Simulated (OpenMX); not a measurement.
# Bi under changes of volume

One of the cells (35.070 Å³/atom); the others are scaled copies at fixed shape and fractional positions:

```
Bi
1.0
     2.26750    1.30914    3.93800
    -2.26750    1.30914    3.93800
     0.00000   -2.61828    3.93800
Bi
2
Direct
  0.76600 0.76600 0.76600
  0.23400 0.23400 0.23400
```

- Program: OpenMX 3.8.5
- Functional: LDA
- Potentials or basis: OpenMX 2013 LDA set, Bi8.0-s3p2d2f1, fixed grid of 50 × 50 × 50 points
- k mesh: 7 × 7 × 7
- Occupations: fermi-dirac, width 0.05 eV
- Spin: no spin polarisation

| volume (Å³/atom) | energy over the lowest point (meV/atom) | gap on the mesh (eV) | largest force (eV/Å) |
| --- | --- | --- | --- |
| 32.965 | 16.63 | 0.32 | 0.537 |
| 33.667 | 5.85 | 0.31 | 0.425 |
| 34.368 | 0.53 | 0.30 | 0.308 |
| 35.070 | 0.00 | 0.29 | 0.212 |
| 35.771 | ? | ? | ? |
| 36.472 | 11.56 | 0.27 | 0.025 |
| 37.174 | 22.77 | 0.26 | 0.061 |

Problem. What does the run at 35.771 Å³/atom give?

Solution. Energy over the lowest point 3.86 meV/atom; gap on the mesh 0.28 eV; largest force 0.111 eV/Å.

Worked out: A Birch-Murnaghan fit of order 3 (a polynomial in V^(-2/3)) to the other rows has its minimum at 34.79 Å³/atom with B0 = V·E''(V) = 51 GPa and B' = 4.5 at fixed shape and positions, which overstates the stiffness. It gives 3.84 meV/atom at 35.771 Å³/atom, against the run's 3.86. A straight line through the other rows of the gap, of slope -0.5 eV per unit of ln V, gives 0.28 eV, against the run's 0.28.

Energies are extrapolated to zero smearing.

Caveats: the basis has few d functions beyond the semicore shells, which can make volumes several per cent too large; spin-orbit coupling is left out, which as a rule narrows the gap of such compounds by several tenths of an eV; an odd mesh through Γ misses points on the zone boundary, where band edges often lie; the basis of atomic orbitals isn't converged, which shifts pressures, moduli and gaps.
